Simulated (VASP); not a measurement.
**Results of a VASP single-point calculation on ZnS (zincblende)**

POSCAR

```
Zn S
 1.0000000000000000
     0.0000000000000000    2.6940858295611427    2.6940858295611427
     2.6940858295611427    0.0000000000000000    2.6940858295611427
     2.6940858295611427    2.6940858295611427   -0.0000000000000000
 Zn  S
   1   1
Cartesian
  0.0000000000000000  0.0000000000000000 -0.0000000000000000
  1.3470429147805714  1.3470429147805714  1.3470429147805714
```

| Property | Result |
| --- | --- |
| gap between bands v and c | 2.72 eV |
| least direct gap | 2.72 eV |

Band v is the last that the valence electrons fill when counted band by band, and c is the next. Levels in eV from the top of v:

```csv
point,v−1,v,c,c+1
Γ,0.00,0.00,2.72,6.90
X,-2.31,-2.31,3.71,4.48
W,-2.85,-2.82,6.05,6.64
K,-3.23,-1.88,4.50,6.46
L,-0.90,-0.90,3.83,7.39
```

Q: Which of these levels of theory gave these results?
A. LDA
B. PBEsol
C. PBE0
D. r²SCAN
E. HSE06
F. PBE
G. PBE with spin–orbit coupling

A: D.

The INCAR was:

```
NELM = 120
NSW = 0
NBANDS = 16
LASPH = .TRUE.
ENCUT = 520
ISMEAR = 0
SIGMA = 0.01
LCHARG = .FALSE.
LWAVE = .FALSE.
IBRION = -1
ALGO = Normal
PREC = Accurate
METAGGA = R2SCAN
ISIF = 2
LREAL = .FALSE.
EDIFF = 1E-7
```
